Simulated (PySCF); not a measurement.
Run record: geometry optimisation, `C1COCCN1`.

Method: PBE0-D3(BJ)/def2-SVP geometry optimisation, gas phase (PySCF 2.14.0). Start geometry: GFN2-xTB. The input is one job of a driver script: a line of settings, then coordinates in Å.

Command:
```bash
OMP_NUM_THREADS=1 python probes_run.py task.json out
```

Input:
```
{"job": {"xc": "PBE0", "basis": "def2-SVP", "d3": "d3bj", "grid": 1, "kind": "geom"}, "charge": 0, "multiplicity": 1}
C     -1.081142     0.843028     0.180711
C     -1.269009    -0.586616    -0.342622
O     -0.174116    -0.987008    -1.139761
C      1.040857    -0.898621    -0.425163
C      1.274616     0.524900     0.097138
N      0.165571     0.989824     0.915599
H     -1.913750     1.119870     0.829392
H     -1.044073     1.535418    -0.665094
H     -1.378792    -1.279825     0.508853
H     -2.150450    -0.662258    -0.980933
H      1.024273    -1.604823     0.422446
H      1.823866    -1.198242    -1.123206
H      1.362234     1.209106    -0.751527
H      2.194093     0.566801     0.683579
H      0.121408     0.436437     1.768676
```

Output:
```
step   0  E = -287.26314613  max force = 0.013571
step   1  E = -287.26438423  max force = 0.002438
step   2  E = -287.26443295  max force = 0.000510
step   3  E = -287.26443932  max force = 0.000191
optimisation converged
```

Energies in Eh; «max force» is the largest Cartesian gradient component in Eh/bohr.

Question: Give the first gradient maximum in eV/Å.

Answer: With 1 Eh/bohr = 51.422 eV/Å, 0.698 eV/Å.

In short: final energy -287.26444 Eh after 3 steps; dipole 1.26 D.

Question: Estimate the wall time. Hardware: an Arm Neoverse V2 with one thread, no GPU, shared host.

Answer: About 23 s.
Labels such as C1 count atoms from 1, the log's own numbers from 0.
